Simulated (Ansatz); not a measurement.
# ZrSe2: the cell at several levels of theory

Cell and atoms of ZrSe2, CdI2 type are relaxed in turn with PBE-D3(BJ) and r2SCAN+rVV10.

Program: Ansatz 0.2.0. PAW datasets, plane waves, zero pressure. No spin polarisation and no zero-point or thermal motion.

**1. Starting point**

This is the cell as the run starts from it, not yet at rest; its lengths are not the crystal's.

Space group P-3m1 (No. 164), trigonal; a = 4.315 Å, c = 6.477 Å in the conventional setting, 34.82 Å³ an atom. Around Zr lie 6 Se at 3.05 Å; around Se lie 3 Zr at 3.05 Å.

Coordinates:

```cif
data_structure
_symmetry_space_group_name_H-M 'P-3m1'
_symmetry_Int_Tables_number 164
_cell_length_a 4.3154
_cell_length_b 4.3154
_cell_length_c 6.4770
_cell_angle_alpha 90.000
_cell_angle_beta 90.000
_cell_angle_gamma 120.000
_cell_volume 104.46
loop_
_atom_site_label
_atom_site_type_symbol
_atom_site_symmetry_multiplicity
_atom_site_Wyckoff_symbol
_atom_site_fract_x
_atom_site_fract_y
_atom_site_fract_z
_atom_site_occupancy
Zr1 Zr 1 a 0.00000 0.00000 0.00000 1
Se1 Se 2 d 0.33333 0.66667 0.27073 1
```

**2. PBE-D3(BJ): cell and atoms**

Contents of input.yaml:

```yaml
crystal:
  lattice:
    - [4.31539988, 0.0, 0.0]
    - [-2.15769994, 3.7372459236, 0.0]
    - [0.0, 0.0, 6.477022156]
  atoms:
    - { symbol: Zr, position: [0.0, 0.0, 0.0] }
    - { symbol: Se, position: [0.3333333333, 0.6666666667, 0.2707279728] }
    - { symbol: Se, position: [0.6666666667, 0.3333333333, 0.7292720272] }
kpoints:
  mp_grid: { grid: [6, 6, 4] }
hamiltonian:
  xc: pbe
  dispersion: d3bj
scf:
  occupations: { method: fermi_dirac, width: 0.02 }
relax:
  f_tol: 0.005
  cell: {}
```

The run is started by

```bash
$ ansatz run input.yaml --threads 2 --pin off --max-ram 2211MiB --backend cpu --events-out ev --progress --plain --runs-dir out
```

Log:

```text
Warning: RAYON_NUM_THREADS=2 ignored (pool sized by the plan → 2); use --threads N
Engine: ansatz 0.2.0, x86_64-unknown-linux-gnu
Pseudopotentials: kind: paw
Pseudopotential: Zr, paw, valence charge 12, recommended cutoff 420 eV (normal), Zr.paw.azcp
Pseudopotential: Se, paw, valence charge 16, recommended cutoff 420 eV (normal), Se.paw.azcp
Functional definition: PBE
  parameter kappa = 0.804
  parameter beta = 0.06672455060314922
  exchange = pbe_x(kappa = kappa, mu = beta*pi^2/3)
  correlation = pbe_c(beta = beta)
Crystal: 3 atoms, lattice volume = 104.460 Å³
Basis set: ecut = 420 eV, 2031 PW (Γ), exchange–correlation on 60×60×90 points (8 copies of the dense FFT grid, shifted against one another)
Bands: 27, of which v1, the nominal top of the filled ones, is band 22 counted from 1 (21 counted from 0)
Symmetry: 12 space group operations
Space group: P-3m1 (ITA 164), of the structure as read, at distance tolerance 4.7e-5 Å
k-points: 24 of 144
Non-local potential: Zr, projectors of the file, l = 0: 3, l = 1: 2, l = 2: 2, l = 3: 2
Non-local potential: Se, projectors of the file, l = 0: 2, l = 1: 2, l = 2: 3, l = 3: 1
PAW form: soft (Blöchl's): semilocal exchange-correlation on the pseudo side does not see the compensation charge
PAW one-centre angular grid: Zr, 590 points (default); XC on 64 Gauss nodes
PAW one-centre angular grid: Se, 590 points (default); XC on 64 Gauss nodes
Initial density: superposition of atomic densities (neutral atoms: chi_scale 0, normalization atom), corrected by the library's trained network
Initial wavefunctions: pseudopotential atomic-orbital guess
Functional: x = pbe(κ = 0.804, μ = 0.2195149727645171), c = pbe(β = 0.06672455060314922)
SCF iter   1: F=—  HF=-15125.054769 eV  |F-HF|=—  |Δ(HF+E_count)|=         —  Δρ=1.88e-3  dr2=4.73e-3  ethr=1.77e-3  ⟨swp⟩=6.1  Hψ=2359  notcnv=0
preconditioner: auto → Resta (q_TF=auto, 2.362 Å⁻¹)  ε∞=6.7  [insulator: Δε(μ)=0.352 eV  Ē_g=6.064 eV  σ=0.020 eV  W_gap=1.00  n_scr=22 (ndim 8)  ℏωp=14.5 eV  f_vac=0.096  D(μ)=0.00/eV (n_scr^D=0)  ε∞_Penn≈6.7]
SCF iter   2: F=—  HF=-15125.054473 eV  |F-HF|=—  |Δ(HF+E_count)|=   2.96e-4  Δρ=1.12e-3  dr2=7.74e-4  ethr=1.07e-5  ⟨swp⟩=2.0  Hψ=1313  notcnv=0  defer=10
SCF iter   3: F=—  HF=-15125.054497 eV  |F-HF|=—  |Δ(HF+E_count)|=   2.40e-5  Δρ=5.32e-4  dr2=3.07e-4  ethr=1.76e-6  ⟨swp⟩=2.4  Hψ=1018  notcnv=0  defer=10
SCF iter   4: F=—  HF=-15125.054553 eV  |F-HF|=—  |Δ(HF+E_count)|=   5.57e-5  Δρ=8.82e-5  dr2=1.37e-5  ethr=6.97e-7  ⟨swp⟩=2.0  Hψ=826  notcnv=0  defer=10
SCF iter   5: F=—  HF=-15125.054543 eV  |F-HF|=—  |Δ(HF+E_count)|=   1.00e-5  Δρ=4.39e-5  dr2=3.27e-6  ethr=3.11e-8  ⟨swp⟩=2.0  Hψ=1145  notcnv=0  defer=10
SCF iter   6: F=—  HF=-15125.054545 eV  |F-HF|=—  |Δ(HF+E_count)|=   2.05e-6  Δρ=1.06e-5  dr2=1.52e-7  ethr=7.43e-9  ⟨swp⟩=2.0  Hψ=1141  notcnv=0  defer=10
SCF iter   7: F=-15125.054545 eV  HF=-15125.054545 eV  |F-HF|=3.87e-8  |Δ(HF+E_count)|=   3.30e-7  Δρ=2.95e-6  dr2=1.18e-8  ethr=2.27e-10  ⟨swp⟩=4.0  Hψ=2135  notcnv=0
SCF 1 converged in 7 iterations: F = -15125.054545 eV  dr2 = 1.18e-8
relax step   1: F+E_penalty+E_count = -15125.05454513 eV  Δ(F+E_penalty+E_count) = +0.000e0 eV  max|allowed force component| = 2.215e0 eV/Å  Δτ_max = 0.0000 Å  P = -14.762 GPa  Ω = 104.460 Å³  (7 SCF iters, dr2 threshold 1.00e-7 eV, accepted)
Crystal: 3 atoms, lattice volume = 91.508 Å³
Basis set: ecut = 420 eV, 1785 PW (Γ), exchange–correlation on 60×60×90 points (8 copies of the dense FFT grid, shifted against one another)
Initial density: handed on by an earlier stage of this run
Initial wavefunctions: those handed on with the density
iter 1 solved again at ethr=7.43e-4 eV; its pass at ethr=3.10e-3 eV (dr2=3.27e-1 eV) is discarded
SCF iter   1: F=—  HF=-15126.702699 eV  |F-HF|=—  |Δ(HF+E_count)|=         —  Δρ=1.29e-2  dr2=3.25e-1  ethr=7.43e-4  ⟨swp⟩=1.0  Hψ=3186  notcnv=0
preconditioner: auto → Resta (q_TF=auto, 2.415 Å⁻¹)  ε∞=6.1  [insulator: Δε(μ)=0.356 eV  Ē_g=6.842 eV  σ=0.020 eV  W_gap=1.00  n_scr=22 (ndim 8)  ℏωp=15.5 eV  f_vac=0.111  D(μ)=0.00/eV (n_scr^D=0)  ε∞_Penn≈6.1]
SCF iter   2: F=—  HF=-15126.644919 eV  |F-HF|=—  |Δ(HF+E_count)|=   5.78e-2  Δρ=5.41e-3  dr2=2.41e-2  ethr=7.39e-4  ⟨swp⟩=2.0  Hψ=905  notcnv=0
SCF iter   3: F=—  HF=-15126.640301 eV  |F-HF|=—  |Δ(HF+E_count)|=   4.62e-3  Δρ=2.60e-3  dr2=8.78e-3  ethr=5.48e-5  ⟨swp⟩=3.0  Hψ=1272  notcnv=0
SCF iter   4: F=—  HF=-15126.639404 eV  |F-HF|=—  |Δ(HF+E_count)|=   8.97e-4  Δρ=6.52e-4  dr2=8.11e-4  ethr=2.00e-5  ⟨swp⟩=2.0  Hψ=912  notcnv=0
SCF iter   5: F=—  HF=-15126.639515 eV  |F-HF|=—  |Δ(HF+E_count)|=   1.11e-4  Δρ=3.29e-4  dr2=1.02e-4  ethr=1.84e-6  ⟨swp⟩=2.0  Hψ=1152  notcnv=0
SCF iter   6: F=—  HF=-15126.639618 eV  |F-HF|=—  |Δ(HF+E_count)|=   1.03e-4  Δρ=9.29e-5  dr2=1.08e-5  ethr=2.31e-7  ⟨swp⟩=2.0  Hψ=1152  notcnv=0
SCF iter   7: F=—  HF=-15126.639645 eV  |F-HF|=—  |Δ(HF+E_count)|=   2.73e-5  Δρ=1.93e-5  dr2=4.96e-7  ethr=2.46e-8  ⟨swp⟩=2.0  Hψ=840  notcnv=0
SCF iter   8: F=-15126.639647 eV  HF=-15126.639647 eV  |F-HF|=1.44e-7  |Δ(HF+E_count)|=   1.85e-6  Δρ=5.57e-6  dr2=5.33e-8  ethr=6.82e-10  ⟨swp⟩=4.5  Hψ=1998  notcnv=0
SCF 2 converged in 8 iterations: F = -15126.639647 eV  dr2 = 5.33e-8
relax step   2: F+E_penalty+E_count = -15126.63964726 eV  Δ(F+E_penalty+E_count) = -1.585e0 eV  max|allowed force component| = 5.466e-1 eV/Å  Δτ_max = 0.1943 Å  P = -8.465 GPa  Ω = 91.508 Å³  energy of the carried Pulay correction = +6.378e-4 eV  (8 SCF iters, dr2 threshold 3.00e-7 eV, accepted)
Crystal: 3 atoms, lattice volume = 81.347 Å³
Basis set: ecut = 420 eV, 1617 PW (Γ), exchange–correlation on 60×60×90 points (8 copies of the dense FFT grid, shifted against one another)
iter 1 solved again at ethr=1.00e-3 eV; its pass at ethr=3.10e-3 eV (dr2=4.41e-1 eV) is discarded
SCF iter   1: F=—  HF=-15127.148628 eV  |F-HF|=—  |Δ(HF+E_count)|=         —  Δρ=1.10e-2  dr2=4.43e-1  ethr=1.00e-3  ⟨swp⟩=1.0  Hψ=3220  notcnv=0
preconditioner: auto → Resta (q_TF=auto, 2.463 Å⁻¹)  ε∞=5.8  [insulator: Δε(μ)=0.352 eV  Ē_g=7.534 eV  σ=0.020 eV  W_gap=1.00  n_scr=22 (ndim 8)  ℏωp=16.5 eV  f_vac=0.091  D(μ)=0.00/eV (n_scr^D=0)  ε∞_Penn≈5.8]
SCF iter   2: F=—  HF=-15127.071398 eV  |F-HF|=—  |Δ(HF+E_count)|=   7.72e-2  Δρ=3.13e-3  dr2=2.15e-2  ethr=1.00e-3  ⟨swp⟩=2.1  Hψ=905  notcnv=0
SCF iter   3: F=—  HF=-15127.066425 eV  |F-HF|=—  |Δ(HF+E_count)|=   4.97e-3  Δρ=1.65e-3  dr2=6.17e-3  ethr=4.88e-5  ⟨swp⟩=3.0  Hψ=1272  notcnv=0
SCF iter   4: F=—  HF=-15127.065413 eV  |F-HF|=—  |Δ(HF+E_count)|=   1.01e-3  Δρ=6.31e-4  dr2=7.26e-4  ethr=1.40e-5  ⟨swp⟩=2.0  Hψ=912  notcnv=0
SCF iter   5: F=—  HF=-15127.065497 eV  |F-HF|=—  |Δ(HF+E_count)|=   8.38e-5  Δρ=2.87e-4  dr2=9.48e-5  ethr=1.65e-6  ⟨swp⟩=2.0  Hψ=839  notcnv=0
SCF iter   6: F=—  HF=-15127.065607 eV  |F-HF|=—  |Δ(HF+E_count)|=   1.10e-4  Δρ=6.24e-5  dr2=3.20e-6  ethr=2.15e-7  ⟨swp⟩=2.0  Hψ=840  notcnv=0
SCF iter   7: F=-15127.065618 eV  HF=-15127.065617 eV  |F-HF|=5.24e-7  |Δ(HF+E_count)|=   1.01e-5  Δρ=1.19e-5  dr2=1.63e-7  ethr=6.82e-10  ⟨swp⟩=5.0  Hψ=2475  notcnv=0
SCF 3 converged in 7 iterations: F = -15127.065618 eV  dr2 = 1.63e-7
relax step   3: F+E_penalty+E_count = -15127.06561762 eV  Δ(F+E_penalty+E_count) = -4.260e-1 eV  max|allowed force component| = 4.800e-1 eV/Å  Δτ_max = 0.0090 Å  P = -1.534 GPa  Ω = 81.347 Å³  energy of the carried Pulay correction = +1.201e-3 eV  (7 SCF iters, dr2 threshold 3.00e-7 eV, accepted)
Crystal: 3 atoms, lattice volume = 71.657 Å³
Basis set: ecut = 420 eV, 1389 PW (Γ), exchange–correlation on 60×60×90 points (8 copies of the dense FFT grid, shifted against one another)
iter 1 solved again at ethr=2.76e-3 eV; its pass at ethr=3.10e-3 eV (dr2=1.21e0 eV) is discarded
SCF iter   1: F=—  HF=-15127.404298 eV  |F-HF|=—  |Δ(HF+E_count)|=         —  Δρ=2.14e-2  dr2=1.22e0  ethr=2.76e-3  ⟨swp⟩=1.0  Hψ=3263  notcnv=0
preconditioner: auto → LDOS  [insulator: Δε(μ)=0.060 eV  Ē_g=7.790 eV  σ=0.020 eV  W_gap=0.60  n_scr=22 (ndim 8)  ℏωp=17.5 eV  f_vac=0.019  D(μ)=1.30/eV (n_scr^D=2)  ε∞_Penn≈6.1  β→1.0]
SCF iter   2: F=—  HF=-15127.460536 eV  |F-HF|=—  |Δ(HF+E_count)|=   5.62e-2  Δρ=2.18e-2  dr2=1.38e0  ethr=2.76e-3  ⟨swp⟩=3.3  Hψ=1101  notcnv=0
preconditioner: auto → Resta (q_TF=auto, 2.515 Å⁻¹)  ε∞=5.5  [insulator: Δε(μ)=0.208 eV  Ē_g=8.255 eV  σ=0.020 eV  W_gap=0.99  n_scr=22 (ndim 8)  ℏωp=17.5 eV  f_vac=0.027  D(μ)=0.02/eV (n_scr^D=0)  ε∞_Penn≈5.5  β→0.5]
SCF iter   3: F=—  HF=-15127.193016 eV  |F-HF|=—  |Δ(HF+E_count)|=   2.68e-1  Δρ=4.88e-3  dr2=3.86e-2  ethr=2.76e-3  ⟨swp⟩=2.0  Hψ=973  notcnv=0  defer=13
SCF iter   4: F=—  HF=-15127.186962 eV  |F-HF|=—  |Δ(HF+E_count)|=   6.05e-3  Δρ=1.04e-3  dr2=1.96e-3  ethr=8.78e-5  ⟨swp⟩=2.0  Hψ=893  notcnv=0  defer=15
SCF iter   5: F=—  HF=-15127.186853 eV  |F-HF|=—  |Δ(HF+E_count)|=   1.09e-4  Δρ=2.56e-4  dr2=7.31e-5  ethr=4.45e-6  ⟨swp⟩=2.0  Hψ=856  notcnv=0  defer=15
SCF iter   6: F=—  HF=-15127.186888 eV  |F-HF|=—  |Δ(HF+E_count)|=   3.52e-5  Δρ=6.39e-5  dr2=6.27e-6  ethr=1.66e-7  ⟨swp⟩=2.0  Hψ=1143  notcnv=0  defer=15
SCF iter   7: F=—  HF=-15127.186888 eV  |F-HF|=—  |Δ(HF+E_count)|=   1.44e-7  Δρ=3.69e-5  dr2=1.02e-6  ethr=1.43e-8  ⟨swp⟩=2.0  Hψ=1137  notcnv=0  defer=15
SCF iter   8: F=-15127.186890 eV  HF=-15127.186890 eV  |F-HF|=1.16e-7  |Δ(HF+E_count)|=   1.41e-6  Δρ=8.17e-6  dr2=6.66e-8  ethr=6.82e-10  ⟨swp⟩=4.0  Hψ=2329  notcnv=0
SCF 4 converged in 8 iterations: F = -15127.186890 eV  dr2 = 6.66e-8
relax step   4: F+E_penalty+E_count = -15127.18688995 eV  Δ(F+E_penalty+E_count) = -1.213e-1 eV  max|allowed force component| = 1.414e-1 eV/Å  Δτ_max = 0.1939 Å  P = +0.273 GPa  Ω = 71.657 Å³  energy of the carried Pulay correction = +1.798e-3 eV  (8 SCF iters, dr2 threshold 3.00e-7 eV, accepted)
Crystal: 3 atoms, lattice volume = 73.119 Å³
Basis set: ecut = 420 eV, 1413 PW (Γ), exchange–correlation on 60×60×90 points (8 copies of the dense FFT grid, shifted against one another)
iter 1 solved again at ethr=1.19e-4 eV; its pass at ethr=3.10e-3 eV (dr2=5.24e-2 eV) is discarded
SCF iter   1: F=—  HF=-15127.206777 eV  |F-HF|=—  |Δ(HF+E_count)|=         —  Δρ=4.43e-3  dr2=5.25e-2  ethr=1.19e-4  ⟨swp⟩=1.0  Hψ=3087  notcnv=0
preconditioner: auto → Resta (q_TF=auto, 2.507 Å⁻¹)  ε∞=5.7  [insulator: Δε(μ)=0.100 eV  Ē_g=8.033 eV  σ=0.020 eV  W_gap=0.83  n_scr=22 (ndim 8)  ℏωp=17.4 eV  f_vac=0.034  D(μ)=0.16/eV (n_scr^D=0)  ε∞_Penn≈5.7]
SCF iter   2: F=—  HF=-15127.197830 eV  |F-HF|=—  |Δ(HF+E_count)|=   8.95e-3  Δρ=1.36e-3  dr2=1.75e-3  ethr=1.19e-4  ⟨swp⟩=2.2  Hψ=899  notcnv=0
preconditioner: auto → LDOS  [insulator: Δε(μ)=0.118 eV  Ē_g=7.966 eV  σ=0.020 eV  W_gap=0.62  n_scr=22 (ndim 8)  ℏωp=17.4 eV  f_vac=0.034  D(μ)=0.52/eV (n_scr^D=2)  ε∞_Penn≈5.8  β→1.0]
SCF iter   3: F=—  HF=-15127.197620 eV  |F-HF|=—  |Δ(HF+E_count)|=   2.11e-4  Δρ=6.65e-4  dr2=5.14e-4  ethr=3.99e-6  ⟨swp⟩=2.0  Hψ=1272  notcnv=0
SCF iter   4: F=—  HF=-15127.197444 eV  |F-HF|=—  |Δ(HF+E_count)|=   1.76e-4  Δρ=1.68e-4  dr2=1.38e-5  ethr=1.17e-6  ⟨swp⟩=3.0  Hψ=1147  notcnv=0
SCF iter   5: F=—  HF=-15127.197458 eV  |F-HF|=—  |Δ(HF+E_count)|=   1.45e-5  Δρ=3.17e-5  dr2=7.54e-7  ethr=3.15e-8  ⟨swp⟩=2.0  Hψ=827  notcnv=0
SCF iter   6: F=-15127.197458 eV  HF=-15127.197458 eV  |F-HF|=1.76e-9  |Δ(HF+E_count)|=   1.19e-7  Δρ=5.18e-6  dr2=1.96e-8  ethr=6.82e-10  ⟨swp⟩=4.2  Hψ=2334  notcnv=0
SCF 5 converged in 6 iterations: F = -15127.197458 eV  dr2 = 1.96e-8
relax step   5: F+E_penalty+E_count = -15127.19745811 eV  Δ(F+E_penalty+E_count) = -1.057e-2 eV  max|allowed force component| = 1.836e-3 eV/Å  Δτ_max = 0.0310 Å  P = +0.000 GPa  Ω = 73.119 Å³  energy of the carried Pulay correction = +1.704e-3 eV  (6 SCF iters, dr2 threshold 3.00e-7 eV, accepted)
Crystal: 3 atoms, lattice volume = 73.044 Å³
iter 1 solved again at ethr=6.07e-8 eV; its pass at ethr=3.10e-3 eV (dr2=2.67e-5 eV) is discarded
SCF iter   1: F=—  HF=-15127.197538 eV  |F-HF|=—  |Δ(HF+E_count)|=         —  Δρ=2.09e-4  dr2=2.50e-5  ethr=6.07e-8  ⟨swp⟩=3.0  Hψ=3230  notcnv=0
preconditioner: auto → LDOS  [insulator: Δε(μ)=0.147 eV  Ē_g=7.972 eV  σ=0.020 eV  W_gap=0.68  n_scr=22 (ndim 8)  ℏωp=17.4 eV  f_vac=0.030  D(μ)=0.52/eV (n_scr^D=2)  ε∞_Penn≈5.8  β→1.0]
SCF iter   2: F=—  HF=-15127.197549 eV  |F-HF|=—  |Δ(HF+E_count)|=   1.06e-5  Δρ=1.17e-4  dr2=3.40e-5  ethr=5.69e-8  ⟨swp⟩=2.0  Hψ=1154  notcnv=0
SCF iter   3: F=—  HF=-15127.197543 eV  |F-HF|=—  |Δ(HF+E_count)|=   5.63e-6  Δρ=4.64e-5  dr2=7.01e-6  ethr=5.69e-8  ⟨swp⟩=2.0  Hψ=794  notcnv=0
SCF iter   4: F=—  HF=-15127.197542 eV  |F-HF|=—  |Δ(HF+E_count)|=   1.26e-6  Δρ=6.81e-6  dr2=1.58e-7  ethr=1.59e-8  ⟨swp⟩=2.0  Hψ=777  notcnv=0
SCF iter   5: F=-15127.197542 eV  HF=-15127.197542 eV  |F-HF|=9.85e-9  |Δ(HF+E_count)|=   3.14e-8  Δρ=2.92e-6  dr2=9.56e-9  ethr=7.52e-11  ⟨swp⟩=5.0  Hψ=2424  notcnv=0
SCF 6 converged in 5 iterations: F = -15127.197542 eV  dr2 = 9.56e-9
relax step   6: F+E_penalty+E_count = -15127.19754173 eV  Δ(F+E_penalty+E_count) = -8.362e-5 eV  max|allowed force component| = 1.998e-3 eV/Å  Δτ_max = 0.0020 Å  P = -0.007 GPa  Ω = 73.044 Å³  energy of the carried Pulay correction = +1.709e-3 eV  (5 SCF iters, dr2 threshold 3.31e-8 eV, accepted)
Basis set: ecut = 420 eV, 1413 PW (Γ), exchange–correlation on 54×54×90 points (8 copies of the dense FFT grid, shifted against one another)
Initial wavefunctions: pseudopotential atomic-orbital guess (no wavefunctions were taken with the density)
iter 1 solved again at ethr=6.24e-8 eV; its pass at ethr=3.10e-3 eV (dr2=2.74e-5 eV) is discarded
SCF iter   1: F=—  HF=-15127.196301 eV  |F-HF|=—  |Δ(HF+E_count)|=         —  Δρ=1.34e-4  dr2=1.37e-6  ethr=6.24e-8  ⟨swp⟩=3.1  Hψ=4465  notcnv=0
preconditioner: auto → LDOS  [insulator: Δε(μ)=0.146 eV  Ē_g=7.973 eV  σ=0.020 eV  W_gap=0.67  n_scr=22 (ndim 8)  ℏωp=17.4 eV  f_vac=0.029  D(μ)=0.52/eV (n_scr^D=2)  ε∞_Penn≈5.8  β→1.0]
SCF iter   2: F=—  HF=-15127.196308 eV  |F-HF|=—  |Δ(HF+E_count)|=   7.21e-6  Δρ=1.89e-5  dr2=2.71e-7  ethr=3.11e-9  ⟨swp⟩=2.0  Hψ=1177  notcnv=0
SCF iter   3: F=—  HF=-15127.196308 eV  |F-HF|=—  |Δ(HF+E_count)|=   8.01e-7  Δρ=1.42e-5  dr2=2.99e-7  ethr=6.16e-10  ⟨swp⟩=2.0  Hψ=1153  notcnv=0
SCF iter   4: F=—  HF=-15127.196308 eV  |F-HF|=—  |Δ(HF+E_count)|=   6.04e-8  Δρ=3.65e-6  dr2=2.07e-8  ethr=6.16e-10  ⟨swp⟩=2.8  Hψ=1095  notcnv=0
SCF iter   5: F=—  HF=-15127.196308 eV  |F-HF|=—  |Δ(HF+E_count)|=   3.54e-9  Δρ=9.44e-7  dr2=4.08e-10  ethr=4.70e-11  ⟨swp⟩=2.0  Hψ=1145  notcnv=0
SCF iter   6: F=-15127.196308 eV  HF=-15127.196308 eV  |F-HF|=1.27e-11  |Δ(HF+E_count)|=  1.29e-10  Δρ=2.96e-7  dr2=2.42e-11  ethr=1.00e-12  ⟨swp⟩=4.0  Hψ=3357  notcnv=0
SCF 7 converged in 6 iterations: F = -15127.196308 eV  dr2 = 2.42e-11
relax step   7: F+E_penalty+E_count = -15127.19630759 eV  Δ(F+E_penalty+E_count) = +1.234e-3 eV  max|allowed force component| = 2.649e-3 eV/Å  Δτ_max = 0.0000 Å  P = -0.010 GPa  Ω = 73.044 Å³  stress off target by 1.49e-2 GPa  SCF on the basis re-selected at this cell (its energy is not comparable with the rows above)  (6 SCF iters)
basis re-selected at this cell: Δ(F+E_penalty+E_count) = +1.234e-3 eV, ΔP = -0.003 GPa vs the last step (what re-selecting the basis moved, of the pressure what is left beyond the Pulay correction that the steps carried, after the strain that the cell walked since its last selection, with what the two solves' SCF thresholds leave and, on support functions, any second-order correction that the steps lacked; it is no measure of the basis error at this ecutwfc). The dense FFT grid was sized anew with the basis: this SCF ran on 27×27×45 points, the steps before it on 30×30×45, so part of this shift can come from that change (see relax.cell in the input reference). This SCF's stress stands 1.49e-2 GPa from its target on what of the cell is left free (relax.cell.stress_tol is 5.00e-2 GPa) and its largest allowed force component is 2.65e-3 eV/Å (relax.f_tol is 5.00e-3 eV/Å): within both
SCF converged after 6 iterations
Free energy (F): -15127.196308 eV
Harris-Foulkes:  -15127.196308 eV  (|F-HF|=1.27e-11)
Internal energy: -15127.195681 eV  (E = F + TS)
E sigma→0 (E₀):  -15127.195994 eV
Entropy (-TS):   -0.000627 eV (-0.209 meV/atom)
Fermi energy:    9.752184 eV
--- Per-component energies (eV) ---
  E_band       = -861.575098
  E_kinetic    = 571.272655
  E_local      = -5593.601912  (includes V_loc(G=0)·N_el)
  E_nonlocal   = -1113.995420
  E_hartree    = 2652.198812
  E_xc         = -371.655001
  E_vxc        = -389.305077  (∫ρ·V_xc dr)
  E_paw        = -6775.300795  (= ΣΔE_a)
  E_vpaw       = 359.658364  (= ΣTr[D̂ρ^β])
  E_aug_tail   = -0.001164  (compensation charges beyond the density's cutoff)
  E_ewald      = -4494.896690
  E_disp       = -1.216166  (pairwise vdW)
  E_smearing   = -0.000627  (= −TS)
  E_closure    = -0.000000  (closes the sum)
  Σ components = -15127.196308   (vs F -15127.196308, Δ=0.00e0)
--- Forces (eV/Å), atoms counted from 1 ---
  atom   1  Zr     0.00000000     0.00000000     0.00000000
  atom   2  Se    -0.00000000     0.00000000     0.00264944
  atom   3  Se     0.00000000     0.00000000    -0.00264944
  max |Σ_I F_I| component: 2.31e-18 eV/Å
--- Stress (GPa, compression-positive) ---
       -0.014916      -0.000000       0.000000
        0.000000      -0.014916      -0.000000
        0.000000      -0.000000      -0.001545
  P = ⅓ Tr σ = -0.0105 GPa (-0.105 kbar)
--- Relaxed structure (6 steps of the walk, 6 accepted, 1 SCFs on fresh bases) ---
  F+E_penalty+E_count = -15127.19630759 eV   max|allowed force component| = 2.649e-3 eV/Å   (the final SCF, on the basis selected at the relaxed cell)
  cell:  # Å, volume = 73.0445 Å³
    - [3.745471235958835, -9.41190548204014e-34, -6.50980055243654e-17]
    - [-1.8727356179794175, 3.24367323948425, 3.254900276218269e-17]
    - [-9.770617690496339e-17, 4.23792385634678e-33, 6.012344633646391]
  atoms:
    - { symbol: Zr, position: [-1.1968478106356656e-33, -2.2545863127501548e-34, -8.927577283694807e-20] }
    - { symbol: Se, position: [0.33333333333333326, 0.6666666666666665, 0.26482018356066184] }
    - { symbol: Se, position: [0.6666666666666665, 0.33333333333333326, 0.7351798164393382] }
```

It took 6 s on 2 threads of an x86-64 CPU, shared host; peak memory 0.53 GiB.

Ionic steps:

| step | energy change (meV/atom) | largest force (eV/Å) | pressure (GPa) | volume (Å³/atom) |
| --- | --- | --- | --- | --- |
| 1 | 0.0 | 2.2146 | -14.76 | 34.820 |
| 2 | -528.4 | 0.5466 | -8.46 | 30.503 |
| 3 | -670.4 | 0.4800 | -1.53 | 27.116 |
| 4 | -710.8 | 0.1414 | 0.27 | 23.886 |
| 5 | -714.3 | 0.0018 | 0.00 | 24.373 |
| 6 | -714.3 | 0.0020 | -0.01 | 24.348 |
| 7 | -713.9 | 0.0026 | -0.01 | 24.348 |

Step 7 solves the same cell on a plane-wave basis chosen anew, so the energy can jump there without a move.

The table lists every geometry solved, with passes on a fresh basis, whose energies don't compare exactly with the rows above.

|  | before | after | change |
| --- | --- | --- | --- |
| a (Å) | 4.315 | 3.745 | -13.21 % |
| c (Å) | 6.477 | 6.012 | -7.17 % |
| volume (Å³/atom) | 34.820 | 24.348 | -30.07 % |
| shortest distance (Å) | 3.047 | 2.685 | -11.86 % |
| space group | P-3m1 | P-3m1 | same |

(Part 1 of 2 ends here.)
